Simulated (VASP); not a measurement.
Here is a VASP 6.6.1 calculation.

The input INCAR:

```
SYSTEM = ZnS
ALGO = Normal
EDIFF = 1E-7
EDIFFG = -0.002
ENCUT = 350
GGA = PE
IBRION = 2
ISIF = 3
ISMEAR = 0
LASPH = .True.
LCHARG = .False.
LREAL = .False.
LWAVE = .False.
NELM = 100
NSW = 80
PREC = Accurate
SIGMA = 0.02
```

The input KPOINTS:

```
k-points
0
Gamma
  9 9 6
  0 0 0
```

File POSCAR:

```
ZnS                                     
1.0
    3.8446732003      0.0000000000      0.0000000000
   -1.9223366001      3.3295846568     -0.0000000000
    0.0000000000     -0.0000000000      6.3039718966
  Zn              S             
     2     2
Direct
     0.3333333300000021    0.6666666699999979    0.0052107480976963
     0.6666666699999979    0.3333333300000021    0.5052107480976964
     0.3333333300000021    0.6666666699999979    0.3797892519023017
     0.6666666699999979    0.3333333300000021    0.8797892519023016
```

Potentials or basis: VASP PAW PBE potentials, release 64 (Zn, S).

Launch:

```sh
$ cat potpaw_PBE.64/Zn/POTCAR potpaw_PBE.64/S/POTCAR > POTCAR
$ mpirun -np 1 vasp_std > vasp.out
```

Task: Predict the band gap on the k mesh.

Result: 2.08 eV, direct.

Task: Predict the space group after relaxing (to 0.05 Å).

Result: P6_3mc (No. 186).

Task: Predict the relaxed cell.

Result: a = 3.844 Å, b = 3.844 Å, c = 6.303 Å, α = 90.00°, β = 90.00°, γ = 120.00°.

Final structure:
```
Zn S
1.0
     3.84394    0.00000    0.00000
    -1.92197    3.32895    0.00000
     0.00000    0.00000    6.30326
Zn S
2 2
Direct
  0.33333 0.66667 0.00522
  0.66667 0.33333 0.50522
  0.33333 0.66667 0.37978
  0.66667 0.33333 0.87978
```

A hybrid or GW would open this gap; PBE tends to underestimate it.
